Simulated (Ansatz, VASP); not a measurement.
**One calculation of PtSe2, two programs**

File INCAR:

```
SYSTEM = PtSe2
  PREC = Accurate
  ENCUT = 520
  EDIFF = 1E-7
  ISMEAR = 0
  SIGMA = 0.15
  LREAL = .False.
  LASPH = .True.
  NELM = 100
  ALGO = Normal
  ISIF = 2
  LWAVE = .False.
  LCHARG = .False.
  GGA = PE
  IVDW = 12
  NBANDS = 18
```

The input KPOINTS:

```
regular mesh
0
Gamma
  12 12 8
  0 0 0
```

Contents of POSCAR:

```
PtSe2
1.0
    3.2057776477      0.0000000000      0.0000000000
   -1.6028888239      2.7762848818      0.0000000000
    0.0000000000      0.0000000000      4.8219239451
Pt Se
1 2
Direct
    0.0000000000      0.0000000000      0.0000000000
    0.3333333333      0.6666666667      0.2655211092
    0.6666666667      0.3333333333      0.7344788908
```

Input for Ansatz:

```yaml
crystal:
  lattice:
    - [3.2057776477, 0.0, 0.0]
    - [-1.6028888239, 2.7762848818, 0.0]
    - [0.0, 0.0, 4.8219239451]
  atoms:
    - { symbol: Pt, position: [0.0, 0.0, 0.0] }
    - { symbol: Se, position: [0.3333333333, 0.6666666667, 0.2655211092] }
    - { symbol: Se, position: [0.6666666667, 0.3333333333, 0.7344788908] }
basis:
  ecutwfc: 420
kpoints:
  mp_grid: { grid: [12, 12, 8] }
hamiltonian:
  xc: pbe
  pseudopotentials: { kind: paw, azcp: { folder: soft_1 } }
  dispersion: d3bj
scf:
  occupations: { method: gaussian, width: 0.15 }
output:
  forces: true
  stress: true
  eigenvalues: true
  write_density: true
  write_potential: true
  elf: true
  volumetric_format: npy
```

Change from the starting cell: normal strain along x -0.1500, normal strain along y -0.1500.

Alike in both runs: task single point; functional PBE; dispersion D3(BJ); k mesh 12 × 12 × 8; occupations gaussian, width 0.15 eV; no spin polarisation.

```csv
,VASP,Ansatz
version,VASP 6.6.1,Ansatz 0.2.0
potentials or method,"VASP PAW PBE potentials, release 64 (Pt, Se)","scalar-relativistic, plane waves, PAW"
plane-wave cutoff (eV),520,420
valence electrons in the cell,22,50
```

```csv
,VASP,Ansatz,Ansatz less VASP
gap on the k mesh at the Fermi level (eV),none,none,-
pressure (GPa),104.4,103.4,-1.03
largest component of the traceless stress (GPa),23.30,23.15,-0.143
rms of the force components (eV/Å),3.150,3.111,-0.0391
```

Atom by atom the forces differ by 0.039 eV/Å (rms over components). A gap of «none» marks a metal or a gap that the smearing closes. The two sets of potentials don't hold the same shells in valence.

Caveats: the cell as given lies far from equilibrium; so large a pressure means that the cell lies far from this level's equilibrium, or that cutoff or potentials fall short (VASP); pairwise dispersion overbinds metals, which lowers pressure and volume; forces of over 1 eV/Å show positions far from the minimum, so gaps and moduli don't describe the material at rest. The runs have no spin-orbit coupling, so splittings on Pt are missing.
